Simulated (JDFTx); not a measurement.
# AlN (F-43m) in JDFTx: a series of runs

The runs below take AlN through equation of state, with PBEsol.

Program: JDFTx 1.7.0 (patched build). These are calculated values, not measurements. Logs are shortened: lines on timing, memory, paths and dates and some standing lists are left out, and cuts for length are marked. The log counts tension as positive stress, the text compression.

## (1) The crystal as given

The structure is cubic, space group F-43m (No. 216). Conventional cell: a = 4.368 Å, b = 4.368 Å, c = 4.368 Å, α = 90.00°, β = 90.00°, γ = 90.00°. Al (site symmetry -43m) is surrounded by 4 N at 1.89 Å. N (site symmetry -43m) is surrounded by 4 Al at 1.89 Å.

Measurements of this composition are mostly on another form, of space group No. 186.

## (2) Equation of state, PBEsol, 9.79 Å³/atom (volume scaled by 0.94)

Contents of AlN.in:

```
lattice \
    0.0000000000     4.0428985006     4.0428985006 \
    4.0428985006     0.0000000000     4.0428985006 \
    4.0428985006     4.0428985006     0.0000000000
coords-type Cartesian
ion Al     0.0000000000     0.0000000000     0.0000000000 1
ion N      2.0214492503     2.0214492503     2.0214492503 1

ion-species pseudo/Al.upf
ion-species pseudo/N.upf
elec-cutoff 42 336
elec-ex-corr gga-PBEsol
kpoint-folding 10 10 10
elec-smearing Fermi 0.0018374661
elec-n-bands 9
electronic-SCF nIterations 100 energyDiffThreshold 1e-09
electronic-minimize nIterations 30 energyDiffThreshold 1e-7
forces-output-coords Cartesian

dump-name run.$VAR
dump End Ecomponents EigStats BandEigs Kpoints Forces Stress
```

Potentials or basis: PseudoDojo-SR-PBEsol-0.4.1-standard.

Command:

```sh
> jdftx -c 1 -i AlN.in -o AlN.out
```

Log:

```text
*************** JDFTx 1.7.0 (patched build) ***************

Input parsed successfully to the following command list (including defaults):
[... the input with its defaults ...]

---------- Setting up symmetries ----------

Found 48 point-group symmetries of the bravais lattice
Found 24 space-group symmetries with basis
Applied RMS atom displacement 0 bohrs to make symmetries exact.

---------- Initializing the Grid ----------
R =
[            0       4.0429       4.0429  ]
[       4.0429            0       4.0429  ]
[       4.0429       4.0429            0  ]
unit cell volume = 132.163
G =
[  -0.777064   0.777064   0.777064  ]
[   0.777064  -0.777064   0.777064  ]
[   0.777064   0.777064  -0.777064  ]
Minimum fftbox size, Smin = [  48  48  48  ]
Chosen fftbox size, S = [  48  48  48  ]

---------- Initializing tighter grid for wavefunction operations ----------
R =
[            0       4.0429       4.0429  ]
[       4.0429            0       4.0429  ]
[       4.0429       4.0429            0  ]
unit cell volume = 132.163
G =
[  -0.777064   0.777064   0.777064  ]
[   0.777064  -0.777064   0.777064  ]
[   0.777064   0.777064  -0.777064  ]
Minimum fftbox size, Smin = [  36  36  36  ]
Chosen fftbox size, S = [  36  36  36  ]

---------- Exchange Correlation functional ----------
Initalized PBEsol GGA exchange.
Initalized PBEsol GGA correlation.

---------- Setting up pseudopotentials ----------
Width of ionic core gaussian charges (only for fluid interactions / plotting) set to 0

Reading pseudopotential file 'pseudo/Al.upf':
  'Al' pseudopotential, 'PBESOL' functional
  Generated using ONCVPSP code by D. R. Hamann
  3 valence electrons, 2 orbitals, 6 projectors, 1001 radial grid points, with lMax = 2
    3S    l: 0   occupation:  2.0   eigenvalue: -0.283523
    3P    l: 1   occupation:  1.0   eigenvalue: -0.098840
  Core radius for overlap checks: 1.74 bohrs.

Reading pseudopotential file 'pseudo/N.upf':
  'N' pseudopotential, 'PBESOL' functional
  Generated using ONCVPSP code by D. R. Hamann
  5 valence electrons, 2 orbitals, 4 projectors, 1001 radial grid points, with lMax = 1
    2S    l: 0   occupation:  2.0   eigenvalue: -0.678237
    2P    l: 1   occupation:  3.0   eigenvalue: -0.258576
  Core radius for overlap checks: 1.31 bohrs.

Initialized 2 species with 2 total atoms.

Folded 1 k-points by 10x10x10 to 1000 k-points.

---------- Setting up k-points, bands, fillings ----------
Adding inversion symmetry to k-mesh for non-inversion-symmetric unit cell.
Reduced to 47 k-points under symmetry.
Computing the number of bands and number of electrons
Calculating initial fillings.
nElectrons:   8.000000   nBands: 9   nStates: 47

----- Setting up reduced wavefunction bases (one per k-point) -----
average nbasis = 1718.801 , ideal nbasis = 1718.211

---------- Setting up ewald sum ----------
Optimum gaussian width for ewald sums = 1.836215 bohr.
Real space sum over 1331 unit cells with max indices [  5  5  5  ]
Reciprocal space sum over 2197 terms with max indices [  6  6  6  ]

---------- Allocating electronic variables ----------
Initializing wave functions:  linear combination of atomic orbitals
Note: number of bands (9) exceeds available atomic orbitals (8)
Al pseudo-atom occupations:   s ( 2 )  p ( 1 )
N pseudo-atom occupations:   s ( 2 )  p ( 3 )
	FillingsUpdate:  mu: +0.513359758  nElectrons: 8.000000
LCAOMinimize: Iter:   0  F: -11.9265102868712223  |grad|_K:  1.353e-02  alpha:  1.000e+00
	FillingsUpdate:  mu: +0.385998360  nElectrons: 8.000000
LCAOMinimize: Iter:   1  F: -12.0809316655330612  |grad|_K:  8.413e-04  alpha:  3.943e-01  linmin: -5.181e-01  cgtest:  9.177e-01
LCAOMinimize: Encountered beta<0, resetting CG.
[... 6 lines of inner loops ...]
	FillingsUpdate:  mu: +0.374365890  nElectrons: 8.000000
LCAOMinimize: Iter:   5  F: -12.0814848461390660  |grad|_K:  3.204e-09  alpha:  9.674e-01  linmin: -3.499e-02  cgtest:  6.765e-02
LCAOMinimize: Encountered beta<0, resetting CG.
LCAOMinimize: Converged (|Delta F|<1.000000e-06 for 2 iters).

-------- Electronic minimization -----------
Will mix electronic density at each iteration.
	FillingsUpdate:  mu: +0.374365890  nElectrons: 8.000000
	FillingsUpdate:  mu: +0.343785350  nElectrons: 8.000000
SCF: Cycle:  0   F: -12.150235770187829   dF: -6.875e-02   |Residual|: 8.555e-02   |deigs|: 2.464e-01
	FillingsUpdate:  mu: +0.329778327  nElectrons: 8.000000
SCF: Cycle:  1   F: -12.154695920867942   dF: -4.460e-03   |Residual|: 2.526e-02   |deigs|: 1.380e-02
	FillingsUpdate:  mu: +0.329937453  nElectrons: 8.000000
SCF: Cycle:  2   F: -12.154749039021311   dF: -5.312e-05   |Residual|: 1.026e-02   |deigs|: 3.199e-03
	FillingsUpdate:  mu: +0.331413120  nElectrons: 8.000000
SCF: Cycle:  3   F: -12.154759934335267   dF: -1.090e-05   |Residual|: 1.063e-03   |deigs|: 1.754e-03
	FillingsUpdate:  mu: +0.331327977  nElectrons: 8.000000
SCF: Cycle:  4   F: -12.154760578614216   dF: -6.443e-07   |Residual|: 5.222e-04   |deigs|: 3.025e-04
	FillingsUpdate:  mu: +0.331436078  nElectrons: 8.000000
SCF: Cycle:  5   F: -12.154760888723752   dF: -3.101e-07   |Residual|: 4.688e-05   |deigs|: 3.906e-04
	FillingsUpdate:  mu: +0.331429529  nElectrons: 8.000000
SCF: Cycle:  6   F: -12.154760927615216   dF: -3.889e-08   |Residual|: 2.017e-05   |deigs|: 1.750e-04
	FillingsUpdate:  mu: +0.331424493  nElectrons: 8.000000
SCF: Cycle:  7   F: -12.154760946436975   dF: -1.882e-08   |Residual|: 1.927e-05   |deigs|: 2.973e-04
	FillingsUpdate:  mu: +0.331427928  nElectrons: 8.000000
SCF: Cycle:  8   F: -12.154760949200755   dF: -2.764e-09   |Residual|: 2.244e-06   |deigs|: 1.237e-04
	FillingsUpdate:  mu: +0.331428205  nElectrons: 8.000000
SCF: Cycle:  9   F: -12.154760950407290   dF: -1.207e-09   |Residual|: 9.908e-07   |deigs|: 1.148e-04
	FillingsUpdate:  mu: +0.331428221  nElectrons: 8.000000
SCF: Cycle: 10   F: -12.154760950605487   dF: -1.982e-10   |Residual|: 9.794e-07   |deigs|: 4.494e-05
	FillingsUpdate:  mu: +0.331428134  nElectrons: 8.000000
SCF: Cycle: 11   F: -12.154760950709381   dF: -1.039e-10   |Residual|: 4.266e-07   |deigs|: 7.047e-05
SCF: Converged (|Delta E|<1.000000e-09 for 2 iters).

Setting wave functions to eigenvectors of Hamiltonian

# Stress tensor in Cartesian coordinates [Eh/a0^3]:
[ -0.000528626            0            0  ]
[            0 -0.000528626            0  ]
[            0            0 -0.000528626  ]

# Ionic positions in cartesian coordinates:
ion Al   0.000000000000000   0.000000000000000   0.000000000000000 1
ion N   2.021449250300000   2.021449250300000   2.021449250300000 1

# Forces in Cartesian coordinates:
force Al  -0.000000000000000   0.000000000000000  -0.000000000000000 1
force N  -0.000000000000000  -0.000000000000000   0.000000000000000 1

# Energy components:
   Eewald =      -11.1271275790131838
       EH =        2.7239319145051675
     Eloc =       -7.7428701333617109
      Enl =       -0.6537612155154843
      Exc =       -4.2476432540402884
 Exc_core =        0.6062974947864175
       KE =        8.2864118219297005
-------------------------------------
     Etot =      -12.1547609507093810
       TS =        0.0000000000000003
-------------------------------------
        F =      -12.1547609507093810

IonicMinimize: Iter:   0  F: -12.154760950709381  |grad|_K:       -nan
IonicMinimize: None of the convergence criteria satisfied after 0 iterations.

#--- Lowdin population analysis ---
# oxidation-state Al +1.064
# oxidation-state N -1.004

Dumping 'run.eigStats' ...
	eMin: -0.286640 at state 0 ( [ +0.000000 +0.000000 +0.000000 ] spin 0 )
	HOMO: +0.276489 at state 0 ( [ +0.000000 +0.000000 +0.000000 ] spin 0 )
	mu  : +0.331428
	LUMO: +0.394672 at state 30 ( [ +0.000000 +0.500000 +0.500000 ] spin 0 )
	eMax: +0.972674 at state 11 ( [ +0.000000 +0.100000 -0.400000 ] spin 0 )
	HOMO-LUMO gap: +0.118183
	Optical gap  : +0.171745 at state 0 ( [ +0.000000 +0.000000 +0.000000 ] spin 0 )
Done!
[note: mu as printed may lie anywhere between the filled and the empty levels]
```

Run time: 23 s. Hardware: 1 thread of AMD EPYC 9R14 (Zen 4), shared host; peak memory 0.08 GiB.

Results:

| Property | Result |
| --- | --- |
| Free energy | -330.7479 eV |
| Pressure | 15.6 GPa |
| Band gap on the k mesh | 3.22 eV, indirect (least direct gap 4.67 eV) |
| Loewdin charges | Al +1.06; N -1.00 e |

## (3) Equation of state, PBEsol, 10.00 Å³/atom (volume scaled by 0.96)

AlN.in: that of step 2 with these lines changed.

```diff
@@ -1,8 +1,8 @@
 lattice \
-    0.0000000000     4.0428985006     4.0428985006 \
-    4.0428985006     0.0000000000     4.0428985006 \
-    4.0428985006     4.0428985006     0.0000000000
+    0.0000000000     4.0713705549     4.0713705549 \
+    4.0713705549     0.0000000000     4.0713705549 \
+    4.0713705549     4.0713705549     0.0000000000
 coords-type Cartesian
 ion Al     0.0000000000     0.0000000000     0.0000000000 1
-ion N      2.0214492503     2.0214492503     2.0214492503 1
+ion N      2.0356852775     2.0356852775     2.0356852775 1
```

Potentials or basis: PseudoDojo-SR-PBEsol-0.4.1-standard.

Command:

```sh
> jdftx -c 1 -i AlN.in -o AlN.out
```

It took 23 s on 1 thread of AMD EPYC 9R14 (Zen 4), shared host; peak memory 0.09 GiB.

Results (log left out):

* Free energy: -330.7814 eV
* Pressure: 10.3 GPa
* Band gap on the k mesh: 3.21 eV, indirect (least direct gap 4.48 eV)
* Loewdin charges: Al +1.05; N -1.00 e

## (4) Equation of state, PBEsol, 10.21 Å³/atom (volume scaled by 0.98)

AlN.in: that of step 3 with these lines changed.

```diff
@@ -1,8 +1,8 @@
 lattice \
-    0.0000000000     4.0713705549     4.0713705549 \
-    4.0713705549     0.0000000000     4.0713705549 \
-    4.0713705549     4.0713705549     0.0000000000
+    0.0000000000     4.0994498597     4.0994498597 \
+    4.0994498597     0.0000000000     4.0994498597 \
+    4.0994498597     4.0994498597     0.0000000000
 coords-type Cartesian
 ion Al     0.0000000000     0.0000000000     0.0000000000 1
-ion N      2.0356852775     2.0356852775     2.0356852775 1
+ion N      2.0497249299     2.0497249299     2.0497249299 1
```

Command:

```sh
> jdftx -c 1 -i AlN.in -o AlN.out
```

Wall time 23 s (1 thread of AMD EPYC 9R14 (Zen 4), shared host); peak memory 0.09 GiB.

The run converged. Its results:

* Free energy: -330.8019 eV
* Pressure: 5.5 GPa
* Band gap on the k mesh: 3.20 eV, indirect (least direct gap 4.30 eV)
* Loewdin charges: Al +1.05; N -0.99 e

## (5) Equation of state, PBEsol, 10.42 Å³/atom

AlN.in: that of step 4 with these lines changed.

```diff
@@ -1,8 +1,8 @@
 lattice \
-    0.0000000000     4.0994498597     4.0994498597 \
-    4.0994498597     0.0000000000     4.0994498597 \
-    4.0994498597     4.0994498597     0.0000000000
+    0.0000000000     4.1271496856     4.1271496856 \
+    4.1271496856     0.0000000000     4.1271496856 \
+    4.1271496856     4.1271496856     0.0000000000
 coords-type Cartesian
 ion Al     0.0000000000     0.0000000000     0.0000000000 1
-ion N      2.0497249299     2.0497249299     2.0497249299 1
+ion N      2.0635748428     2.0635748428     2.0635748428 1
```

Command:

```sh
> jdftx -c 1 -i AlN.in -o AlN.out
```

Run time: 24 s. Hardware: 1 thread of AMD EPYC 9R14 (Zen 4), shared host; peak memory 0.1 GiB.

The run converged. Its results:

* Free energy: -330.8106 eV
* Pressure: 1.2 GPa
* Band gap on the k mesh: 3.19 eV, indirect (least direct gap 4.12 eV)
* Loewdin charges: Al +1.04; N -0.98 e

## (6) Equation of state, PBEsol, 10.63 Å³/atom (volume scaled by 1.02)

AlN.in: that of step 5 with these lines changed.

```diff
@@ -1,8 +1,8 @@
 lattice \
-    0.0000000000     4.1271496856     4.1271496856 \
-    4.1271496856     0.0000000000     4.1271496856 \
-    4.1271496856     4.1271496856     0.0000000000
+    0.0000000000     4.1544825992     4.1544825992 \
+    4.1544825992     0.0000000000     4.1544825992 \
+    4.1544825992     4.1544825992     0.0000000000
 coords-type Cartesian
 ion Al     0.0000000000     0.0000000000     0.0000000000 1
-ion N      2.0635748428     2.0635748428     2.0635748428 1
+ion N      2.0772412996     2.0772412996     2.0772412996 1
```

Potentials or basis: PseudoDojo-SR-PBEsol-0.4.1-standard.

Command:

```sh
> jdftx -c 1 -i AlN.in -o AlN.out
```

Wall time 25 s (1 thread of AMD EPYC 9R14 (Zen 4), shared host); peak memory 0.1 GiB.

The run converged. Its results:

```yaml
Free_energy: -330.8086 eV
Pressure: -2.7 GPa
Band_gap_on_the_k_mesh: 3.18 eV, indirect (least direct gap 3.95 eV)
Loewdin_charges: Al +1.03; N -0.97 e
```

## (7) Equation of state, PBEsol, 10.83 Å³/atom (volume scaled by 1.04)

AlN.in: that of step 6 with these lines changed.

```diff
@@ -1,8 +1,8 @@
 lattice \
-    0.0000000000     4.1544825992     4.1544825992 \
-    4.1544825992     0.0000000000     4.1544825992 \
-    4.1544825992     4.1544825992     0.0000000000
+    0.0000000000     4.1814605149     4.1814605149 \
+    4.1814605149     0.0000000000     4.1814605149 \
+    4.1814605149     4.1814605149     0.0000000000
 coords-type Cartesian
 ion Al     0.0000000000     0.0000000000     0.0000000000 1
-ion N      2.0772412996     2.0772412996     2.0772412996 1
+ion N      2.0907302575     2.0907302575     2.0907302575 1
```

Command:

```sh
> jdftx -c 1 -i AlN.in -o AlN.out
```

Run time: 25 s. Hardware: 1 thread of AMD EPYC 9R14 (Zen 4), shared host; peak memory 0.1 GiB.

Results (log left out):

```
Free energy            : -330.7969 eV
Pressure               : -6.3 GPa
Band gap on the k mesh : 3.17 eV, indirect (least direct gap 3.78 eV)
Loewdin charges        : Al +1.02; N -0.96 e
```

## (8) Equation of state, PBEsol, 11.04 Å³/atom (volume scaled by 1.06)

AlN.in: that of step 7 with these lines changed.

```diff
@@ -1,8 +1,8 @@
 lattice \
-    0.0000000000     4.1814605149     4.1814605149 \
-    4.1814605149     0.0000000000     4.1814605149 \
-    4.1814605149     4.1814605149     0.0000000000
+    0.0000000000     4.2080947396     4.2080947396 \
+    4.2080947396     0.0000000000     4.2080947396 \
+    4.2080947396     4.2080947396     0.0000000000
 coords-type Cartesian
 ion Al     0.0000000000     0.0000000000     0.0000000000 1
-ion N      2.0907302575     2.0907302575     2.0907302575 1
+ion N      2.1040473698     2.1040473698     2.1040473698 1
```

Command:

```sh
> jdftx -c 1 -i AlN.in -o AlN.out
```

It took 25 s on 1 thread of AMD EPYC 9R14 (Zen 4), shared host; peak memory 0.1 GiB.

It converged, with:

```
Free energy            : -330.7764 eV
Pressure               : -9.5 GPa
Band gap on the k mesh : 3.16 eV, indirect (least direct gap 3.62 eV)
Loewdin charges        : Al +1.01; N -0.96 e
```

## (9) Equation of state, PBEsol

Potentials or basis: PseudoDojo-SR-PBEsol-0.4.1-standard.

This step only gathers the single runs of the series.

Results:

* Equilibrium volume: 10.48 Å³/atom
* Bulk modulus: 201 GPa
* Pressure derivative of the bulk modulus: 3.9

Energy against volume, from the lowest point:
```csv
volume (Å³/atom),energy (meV/atom)
9.792,31.37
10.001,14.61
10.209,4.35
10.417,0.00
10.626,1.00
10.834,6.85
11.042,17.10
```
